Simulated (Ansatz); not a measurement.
PbS (Galena): single point with PBE

The system is PbS (Galena).

```
Pb S
1.0
     0.00000    2.96575    2.96575
     2.96575    0.00000    2.96575
     2.96575    2.96575    0.00000
Pb S
1 1
Direct
  0.00000 0.00000 0.00000
  0.50000 0.50000 0.50000
```

| Property | Result |
| --- | --- |
| Program | Ansatz 0.2.0 |
| Task | single point |
| Functional | PBE |
| Potentials or basis | Ansatz PAW |
| Cutoff | 500 eV |
| Density cutoff | 2000 eV |
| k mesh | 8 × 8 × 8 |
| Occupations | fermi-dirac, width 0.05 eV |
| Spin | no spin polarisation |

The pressure is 2.2 GPa. The band gap on the k mesh is 0.36 eV, direct.

Levels at points of the mesh, in eV from the valence-band top:
| k point | band 8 | band 9 | band 10 | band 11 | band 12 | band 13 |
| --- | --- | --- | --- | --- | --- | --- |
| (0.00, 0.00, 0.00) | -2.18 | -2.18 | -2.18 | 5.21 | 5.21 | 5.21 |
| (0.00, 0.00, -0.50) | -1.79 | -1.79 | 0.00 | 0.36 | 1.95 | 1.95 |
| (0.00, -0.50, -0.50) | -5.21 | -3.45 | -3.45 | 3.85 | 5.57 | 5.68 |

Wall time 0.93 s on 2 threads of INTEL(R) XEON(R) PLATINUM 8581C CPU @ 2.10GHz (Emerald Rapids), on a shared host, peak memory 0.4 GiB.

Caveat: spin-orbit coupling is left out, which as a rule narrows the gap of such compounds by several tenths of an eV. A k mesh can miss the band edges.
